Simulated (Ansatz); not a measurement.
**ScAl$_{2}$: sound and stiffness along [100], [110] and [111]**

These are results of DFT PBEsol, scalar-relativistic, plane waves, PAW (Ansatz), not measurements. Settings: 420 eV plane-wave cutoff, Γ-centred 8×8×8 mesh, Fermi-Dirac smearing of 0.15 eV. No spin polarisation.

The cell, relaxed at this level:
```yaml
crystal:
  lattice:
    - [0.00000, 3.76468, 3.76468]
    - [3.76468, 0.00000, 3.76468]
    - [3.76468, 3.76468, 0.00000]
  atoms:
    - { symbol: Sc, position: [0.50000, 0.50000, 0.50000] }
    - { symbol: Sc, position: [0.75000, 0.75000, 0.75000] }
    - { symbol: Al, position: [0.12500, 0.12500, 0.12500] }
    - { symbol: Al, position: [0.62500, 0.12500, 0.12500] }
    - { symbol: Al, position: [0.12500, 0.62500, 0.12500] }
    - { symbol: Al, position: [0.12500, 0.12500, 0.62500] }
```

In a metal, frequencies and elastic constants depend on the k mesh and the smearing, soft modes and shear constants most.

With ions relaxed, on the cubic axes: C11 = 196.6, C12 = 39.4, C44 = 70.4 GPa. The density is 3.079 g/cm³.

Question: Is the crystal stable against strain, and how anisotropic is it?

Answer: Born's conditions hold: C11 + 2C12 = 275.4, C11 − C12 = 157.2 and C44 = 70.4 GPa are all positive. B = (C11 + 2C12)/3 = 91.8 GPa. The two shear moduli are C44 and C′ = (C11 − C12)/2 = 78.6 GPa, so Zener's ratio is A = C44/C′ = 0.90: nearly isotropic. The Cauchy pressure C12 − C44 is -31.0 GPa; it would vanish for pair forces between atoms on inversion centres at zero pressure, and a negative value is usual with directional bonding, though many-body forces give one in some ionic oxides too.

Question: Give the sound speeds along the three symmetry directions.

Answer: The Christoffel equation gives ρv² for each branch:
```
direction branch                    ρv²    GPa v (m/s)
    [100]              L                    C11  196.6     7990
    [100]         T (×2) C44   70.4     4782
    [110]              L   (C11 + C12 + 2C44)/2  188.4     7823
    [110]   T, u ∥ [001]                    C44   70.4     4782
    [110]  T, u ∥ [1-10]          (C11 − C12)/2   78.6     5052
    [111]              L  (C11 + 2C12 + 4C44)/3  185.7     7766
    [111]         T (×2) (C11 − C12 + C44)/3   75.9     4964
```

Question: How does Young's modulus depend on direction?

Answer: Inverting gives S11 = 5.453, S12 = -0.911, S44 = 14.203 TPa⁻¹. Along a unit vector (l, m, n), 1/E = S11 − 2(S11 − S12 − S44/2)(l²m² + m²n² + n²l²), where the last bracket is 0, 1/4 and 1/3 for [100], [110] and [111]: E = 183, 172 and 168 GPa. With A < 1 the cube edge is stiffest. For a film on (001), the biaxial modulus is C11 + C12 − 2C12²/C11 = 220 GPa and the normal strain is −2C12/C11 = -0.40 times the in-plane one.

Cost: 2 runs of about 2.8 core-minutes in all, on Intel Xeon Platinum 8488C (Sapphire Rapids) (shared hosts).

ScAl₂ resists shear strongly for its modest bulk modulus, and nearly equally in both cubic shear modes. Longitudinal sound is accordingly only slightly faster along [100] than along [111]. The small C12 means weak lateral coupling, unlike in simple metals such as aluminium, where the volume-dependent energy of the electron gas favours a positive Cauchy pressure.

In this cubic Laves structure the Al atoms sit on inversion centres but the Sc atoms don't, so a C44 strain lets the two Sc sublattices shift against each other. That relaxation can only lower C44, and it leaves C12 untouched. Central pair forces at zero pressure would therefore give a Cauchy pressure of zero or above, and the value of -31.0 GPa points to angular or many-body forces. Their source is probably covalent bonding within the Al network and Sc 3d–Al 3p hybridisation, with some charge transfer towards Al, the more electronegative element.

The positive elastic moduli establish stability against small homogeneous strains, but not against short-wavelength phonons or decomposition into neighbouring Sc–Al phases.
